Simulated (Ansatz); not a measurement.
KCl (Sylvite):

```
CELL_PARAMETERS angstrom
0.00000 3.14647 3.14647
3.14647 0.00000 3.14647
3.14647 3.14647 0.00000
ATOMIC_POSITIONS crystal
K 0.00000 0.00000 0.00000
Cl 0.50000 0.50000 0.50000
```

Base run:

| Quantity | Value |
| --- | --- |
| Program | Ansatz 0.2.0 |
| Functional | PBE0 |
| Potentials or basis | all-electron PAW datasets made for the crystal |
| Cutoff | 250 eV |
| Density cutoff | 1000 eV |
| k mesh | 6 × 6 × 6 |
| Occupations | fermi-dirac, width 0.05 eV |
| Spin | no spin polarisation |

Its results: band gap on the k mesh 7.24 eV, direct.

Problem. After a change of settings the same cell gave: band gap on the k mesh 6.50 eV, direct. Which change was it?
A. functional from PBE0 to PBEsol; cutoff from 250 eV to 220 eV; density cutoff from 1000 eV to 880 eV; k mesh from 6 × 6 × 6 to 7 × 7 × 7
B. functional from PBE0 to PBE; cutoff from 250 eV to 220 eV; density cutoff from 1000 eV to 880 eV
C. functional from PBE0 to HSE06
D. functional from PBE0 to PBEsol; cutoff from 250 eV to 220 eV; density cutoff from 1000 eV to 880 eV

Solution. C.

Not every run made on this cell is shown here.
